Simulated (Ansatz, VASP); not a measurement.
# Si: VASP beside Ansatz

```
Si
1.0
     2.93674    0.00000    0.00000
    -1.46837    2.54329    0.00000
     0.00000    0.00000    2.74402
Si
1
Direct
  0.00000 0.00000 0.00000
```

Alike in both runs: task relaxation of cell and atoms; functional r2SCAN; k mesh 6 × 6 × 6; occupations gaussian, width 0.1 eV; no spin polarisation.

|  | VASP | Ansatz |
| --- | --- | --- |
| version | VASP 6.6.1 | Ansatz 0.2.0 |
| potentials or method | VASP PAW PBE potentials, release 64 (Si) | scalar-relativistic, plane waves, PAW |
| plane-wave cutoff (eV) | 600 | 500 |
| valence electrons in the cell | 4 | 4 |

Ansatz gave:

```
gap on the k mesh at the Fermi level, each at its own relaxed structure (eV) : none
relaxed volume (Å³/atom)                                                     : 15.11
relaxed cell length with the largest relative difference (Å)                 : 2.520
energy change over the relaxation (meV/atom)                                 : -354
```

Task: Estimate VASP's values.

Result: gap on the k mesh at the Fermi level, each at its own relaxed structure (eV): none; relaxed volume (Å³/atom): 15.08; relaxed cell length with the largest relative difference (Å): 2.517; energy change over the relaxation (meV/atom): -355.

A gap of «none» marks a metal or a gap that the smearing closes.

Caveats: the k mesh is coarse (spacing up to 0.41 Å⁻¹), so the values aren't converged; the volume moved by over 15 % at a fixed basis, so the end points are rough; the PAW data sets were made with another functional, which shifts forces and pressure a little (VASP).
